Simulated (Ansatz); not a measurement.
**BN: a line through a two-coordinate scan**

Aim: follow the energy of BN (Fmm2, No. 42; 2 atoms in the cell) along one coordinate, strain +e along x and -e along y, with the other held at strain +e along z and -e/2 along x and y = 0 %.

Computed with Ansatz 0.2.0 (DFT LDA+D3(BJ), scalar-relativistic, plane waves, PAW, unless a step's input says otherwise).

17 further runs of the same task are left out: 17 set aside as unsound or not needed.

**1. The starting structure**

The structure is orthorhombic, space group Fmm2 (No. 42). Conventional cell: a = 2.485 Å, b = 6.056 Å, c = 4.291 Å, α = 90.00°, β = 90.00°, γ = 90.00°. B (site symmetry mm2) has 3 N at 1.43 Å as nearest neighbours. Around N (site symmetry mm2) lie 3 B at 1.43 Å.

As a file:

```
B N
1.0
     0.00000    3.02807    2.14558
     1.24267    0.00000    2.14558
     1.24267    3.02807    0.00000
B N
1 1
Direct
  0.00023 0.00023 0.99977
  0.66647 0.66647 0.33353
```

It goes back to an entry of the Materials Project, which need not be the stable form.

It is the result of an earlier relaxation at this level (volume 8.07 Å³/atom; gap on the mesh: 2.85 eV).

**2. The scan**

The energy is mapped over two homogeneous strains (x along [1 0 0], y along [0 1 0], z along [0 0 1] of the conventional cell).

- strain +e along x and -e along y: 7 values from −11.0 to 11.0 %
- strain +e along z and -e/2 along x and y: 7 values from −15 to 15 %

Relaxed at each point: the atoms inside the fixed cell. Energies count from the relaxed crystal. Points are written as (first, second).

**3. Grid point (−11.0 %, 0 %)**

input.yaml reads:

```yaml
crystal:
  lattice:
    - [0.0, 3.3611546767, 2.1455754373]
    - [1.1059725716, 0.0, 2.1455754373]
    - [1.1059725716, 3.3611546767, 0.0]
  atoms:
    - { symbol: B, position: [0.0002266863, 0.0002266863, 0.9997733137] }
    - { symbol: "N", position: [0.6664733037, 0.6664733037, 0.3335266963] }
basis:
  ecutwfc: 520.0
kpoints:
  mp_grid: { grid: [12, 12, 12] }
hamiltonian:
  xc: lda
  pseudopotentials: { kind: paw, azcp: { folder: soft_1 } }
  dispersion: d3bj
scf:
  occupations: { method: gaussian, width: 0.05 }
output:
  forces: true
  stress: true
  eigenvalues: true
  write_density: true
  write_potential: true
  elf: true
  volumetric_format: npy
relax:
  adjacent_minimum: "off"
  f_tol: 0.01
  max_steps: 30
```

The run is started by

```sh
$ ansatz run input.yaml --threads 1 --pin off --max-ram 2048MiB --backend cpu --events-out ev --progress --plain --runs-dir out
```

Further runs follow: the other points of the line.

What does the calculation give? Wanted: for each run, strain +e along x and -e along y; energy; slope; pressure.

**Answer**, as computed:

| strain +e along x and -e along y (%) | step | energy (meV/atom) | slope (meV/atom per %) | pressure (GPa) | band gap on the k-mesh (eV) |
| --- | --- | --- | --- | --- | --- |
| −11.0 | 3 | 386 | −76 | 55 | 2.80 |
| −7.3 | 4 | 160 | −47 | 35 | 2.93 |
| −3.7 | 5 | 38 | −21 | 16 | 3.02 |
| 0.0 | 6 | 0 | 0 | 0 | 2.85 |
| 3.7 | 7 | 33 | 18 | −13 | 2.50 |
| 7.3 | – | 125 | 32 | −24 | 2.11 |
| 11.0 | 8 | 264 | 43 | −33 | 1.64 |

Energies count from the relaxed crystal. Rows without a step come from runs not printed here or follow by symmetry. Slopes come from the forces (and the stress, where the cell changes), not from differences of energies.

**Reading.** The lowest point of the line is at 0.0 %, 0 meV/atom from the zero. The highest point computed, at −11.0 %, lies 386 meV/atom above the lowest. This is one cut through a surface in two coordinates; it holds the lowest point sampled, which need not be a minimum. The gap on the mesh closes on part of the grid.

These are semilocal Kohn-Sham gaps, which aren't the measured quantity. Such gaps usually fall short of the measured ones.
